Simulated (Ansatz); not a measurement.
# Moving the choice of potentials or basis in NiO

It takes space group Fm-3m (No. 225, cubic). The conventional cell has a = 4.172 Å, b = 4.172 Å, c = 4.172 Å, α = 90.00°, β = 90.00°, γ = 90.00°. Ni (site symmetry m-3m) has 6 O at 2.09 Å as nearest neighbours. O (site symmetry m-3m) has 6 Ni at 2.09 Å as nearest neighbours.

Kept alike: task band structure; functional PBE; k mesh 11 × 11 × 11; occupations fermi-dirac, width 0.05 eV; collinear spin, ferromagnetic start. Program: Ansatz. Cutoffs run from 420 to 2400 eV. The mesh is that of the run's cell of 2 atoms. No spin-orbit coupling.

| choice of potentials or basis | pressure (GPa) | moment of the cell (μB) |
| --- | --- | --- |
| Ansatz NC | 6.71 | 1.85 |
| Ansatz PAW | 5.71 | 1.73 |
| Ansatz PAW (files of its older set among them) | 6.00 | 1.75 |
| JTH PAW | 6.29 | 1.73 |
| PseudoDojo standard (PBE files) | 6.08 | 1.83 |
| PseudoDojo stringent (PBE files) | 6.20 | 1.83 |
| SPMS NC | 3.11 | 1.63 |

Pressure is positive in compression, with a Pulay correction for the finite cutoff. For a metal such a mesh leaves the last digits unconverged. The measured crystal is an antiferromagnetic insulator; a metallic or parallel state is the runs' own. The runs hold the magnetic state that their start led to, which needn't be the lowest.

The pressure runs from 3.11 (SPMS NC) to 6.71 GPa (Ansatz NC). The moment of the cell runs from 1.63 (SPMS NC) to 1.85 μB (Ansatz NC).
